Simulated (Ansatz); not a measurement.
# SnSe: distorted cells

The calculation used DFT PBE, scalar-relativistic, plane waves, PAW (Ansatz 0.2.0).

Cutoff 420 eV; k points 10×10×10 on the computed 2-atom cell (Γ-centred); Gaussian smearing, width 0.05 eV; no spin polarisation.

Reference cell:

```
Sn Se
1.0
     0.00000    3.01000    3.01000
     3.01000    0.00000    3.01000
     3.01000    3.01000    0.00000
Sn Se
1 1
Direct
  0.00000 0.00000 0.00000
  0.50000 0.50000 0.50000
```

Each variant moves atoms of this cell by the vectors given, if any (Å), and then applies a symmetric strain (tensor components, Cartesian axes). The reference cell isn't relaxed at this level. Energies are per atom at zero smearing, counted from the lowest variant. Pressure is positive in compression.

1. strain (xx yy zz yz xz xy, %) -3.06 -3.06 5.94 0.00 0.00 0.00
2. strain (xx yy zz yz xz xy, %) -3.16 -3.16 -3.16 0.00 0.00 0.00
3. no strain; moves: Sn1 (0.000, 0.000, 0.150)
4. strain (xx yy zz yz xz xy, %) 0.55 3.55 3.55 0.00 0.00 0.00
5. strain (xx yy zz yz xz xy, %) 6.78 -2.22 6.78 0.00 0.00 0.00; moves: Sn1 (0.000, 0.250, 0.000); Se2 (0.000, -0.250, 0.000)
6. strain (xx yy zz yz xz xy, %) 4.61 4.61 4.61 0.00 0.00 0.00
7. strain (xx yy zz yz xz xy, %) 4.57 4.57 4.57 2.00 2.00 -2.00

Q: Order the variants by energy, lowest first.

A: 3 (0.0 meV/atom), 4 (13.8 meV/atom), 6 (47.9 meV/atom), 1 (49.3 meV/atom), 7 (53.5 meV/atom), 2 (59.8 meV/atom), 5 (182.9 meV/atom).

Q: Order them by pressure, highest first.

A: 2 (7.27 GPa), 5 (2.39 GPa), 1 (2.33 GPa), 3 (1.38 GPa), 4 (-2.26 GPa), 7 (-4.31 GPa), 6 (-4.35 GPa).

This rock-salt form isn't the usual stable structure of the compound.